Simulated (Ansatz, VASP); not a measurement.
# Two plane-wave programs on Sb

Contents of INCAR:

```
SYSTEM = Sb
PREC     = Accurate       ! precision mode
ENCUT    = 520            ! plane-wave cutoff, eV
EDIFF    = 1E-6           ! SCF threshold, eV
ISMEAR   = -1             ! smearing method
SIGMA    = 0.1            ! smearing width, eV
LREAL    = .False.        ! projectors in reciprocal space
LASPH    = .True.         ! aspherical terms in the spheres
NELM     = 100            ! most SCF steps
ALGO     = Normal         ! electronic algorithm
ISIF     = 2              ! what is computed and relaxed
LWAVE    = .False.        ! write WAVECAR
LCHARG   = .False.        ! write CHGCAR
GGA      = RE             ! functional
NBANDS   = 8              ! bands
```

File KPOINTS:

```
regular mesh
0
Gamma
  13 13 13
  0 0 0
```

POSCAR

```
Sb
1.0
   -1.9792431643      1.9792431643      1.9792431643
    1.9792431643     -1.9792431643      1.9792431643
    1.9792431643      1.9792431643     -1.9792431643
Sb
1
Direct
    0.0000000000      0.0000000000      0.0000000000
```

Input for Ansatz:

```yaml
crystal:
  lattice:
    - [-1.9792431643, 1.9792431643, 1.9792431643]
    - [1.9792431643, -1.9792431643, 1.9792431643]
    - [1.9792431643, 1.9792431643, -1.9792431643]
  atoms:
    - { symbol: Sb, position: [0.0, 0.0, 0.0] }
hamiltonian:
  xc: revpbe
  pseudopotentials:
    kind: paw
    azcp:
      Sb: "pseudopotentials/Sb.paw.azcp"
basis:
  ecutwfc: 420
  fft_grid_basis: typed
kpoints:
  mp_grid: { grid: [13, 13, 13], shift: [0, 0, 0] }
magnetization:
  spin_polarized: false
scf:
  occupations: { method: fermi_dirac, width: 0.1 }
  lower_state_search: "off"
output:
  stress: true
```

Alike in both runs: task single point; functional revPBE; k mesh 13 × 13 × 13; occupations fermi-dirac, width 0.1 eV; no spin polarisation.

|  | VASP | Ansatz |
| --- | --- | --- |
| version | VASP 6.6.1 | Ansatz 0.2.0 |
| potentials or method | VASP PAW PBE potentials, release 64 (Sb) | plane waves (420 eV) with PAW, scalar-relativistic |
| plane-wave cutoff (eV) | 520 | 420 |
| valence electrons in the cell | 5 | 15 |

VASP gave:

| Property | Result |
| --- | --- |
| pressure (GPa) | -5.1 |

**Question.** Which values does Ansatz return?

**Answer.** Pressure (GPa): -4.9.

The two sets of potentials don't hold the same shells in valence.

Caveats: the PAW data sets were made with another functional, which shifts forces and pressure a little (VASP). The runs have no spin-orbit coupling, so splittings on Sb are missing.
